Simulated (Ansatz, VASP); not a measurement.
Be in VASP and in Ansatz

```
Be
1.0
    -1.25074    1.25074    1.25074
     1.25074   -1.25074    1.25074
     1.25074    1.25074   -1.25074
Be
1
Direct
  0.00000 0.00000 0.00000
```

Alike in both runs: functional PBE; k mesh 17 × 17 × 17; occupations fermi-dirac, width 0.1 eV; no spin polarisation.

Ansatz relaxed the structure, and its values are those at the end. VASP's run is a single point on that final structure, the one shown.

|  | VASP | Ansatz |
| --- | --- | --- |
| version | VASP 6.6.1 | Ansatz 0.2.0 |
| potentials or method | VASP PAW PBE potentials, release 64 (Be) | plane waves (420 eV) with PAW, scalar-relativistic |
| plane-wave cutoff (eV) | 520 | 420 |
| valence electrons in the cell | 2 | 2 |

Ansatz gave:

- pressure (GPa): 0.0

Problem. Which values does VASP return?

Solution. Pressure (GPa): 0.1.
